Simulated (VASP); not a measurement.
# C₄H₄O: relaxation of the atoms

C₄H₄O, molecule in box, 9 atoms in the cell. PBE; PAW potentials C, O, H (PBE set).

## Input

INCAR:
```
SYSTEM = H4C4O
GGA = PE
PREC = Accurate
ENCUT = 500
EDIFF = 1E-6
ISMEAR = 0
SIGMA = 0.02
LREAL = .FALSE.
LASPH = .TRUE.
ALGO = Normal
NELM = 100
IBRION = 2
NSW = 80
EDIFFG = -0.01
ISIF = 2
NCORE = 2
LWAVE = .FALSE.
LCHARG = .FALSE.
```

KPOINTS:
```
k-points
0
Gamma
  1 1 1
```

POSCAR:
```
H4C4O
1.0
   11.0000000000      0.0000000000      0.0000000000
    0.0000000000     13.0000000000      0.0000000000
    0.0000000000      0.0000000000      9.0000000000
C O H
4 1 4
Direct
    0.5579930000      0.5544600000      0.5000000000
    0.5579930000      0.4455400000      0.5000000000
    0.4378810000      0.4161150000      0.5000000000
    0.4378810000      0.5838850000      0.5000000000
    0.3642770000      0.5000000000      0.5000000000
    0.6357230000      0.6053090000      0.5000000000
    0.6357230000      0.3946910000      0.5000000000
    0.3920150000      0.3425670000      0.5000000000
    0.3920150000      0.6574330000      0.5000000000
```

Commands:
```
cat potpaw_PBE.64/C/POTCAR potpaw_PBE.64/O/POTCAR potpaw_PBE.64/H/POTCAR > POTCAR
mpirun -np 4 vasp_gam > vasp.out
```

## Result

- Ionic steps: 16
- SCF steps in all: 114

Ionic steps:

| Step | Energy (eV) | Largest force (eV/A) | SCF steps |
|---|---|---|---|
| 1 | -56.47339 | 0.7221 | 25 |
| 2 | -56.38701 | 2.2468 | 17 |
| 3 | -56.48724 | 0.2631 | 16 |
| 4 | -56.48425 | 0.6168 | 14 |
| 5 | -56.48858 | 0.1708 | 5 |
| 6 | -56.48981 | 0.0671 | 6 |
| 7 | -56.48986 | 0.0465 | 3 |
| 8 | -56.48991 | 0.0893 | 4 |
| 9 | -56.48997 | 0.0399 | 4 |
| 10 | -56.49007 | 0.0320 | 4 |
| 11 | -56.49007 | 0.0321 | 2 |
| 12 | -56.49015 | 0.0224 | 3 |
| 13 | -56.49020 | 0.0294 | 3 |
| 14 | -56.49021 | 0.0223 | 3 |
| 15 | -56.49022 | 0.0163 | 2 |
| 16 | -56.49023 | 0.0056 | 3 |

VASP 6.6.1 took 164 s on 4 cores (AMD EPYC 7R43 (Zen 3)), a shared host.
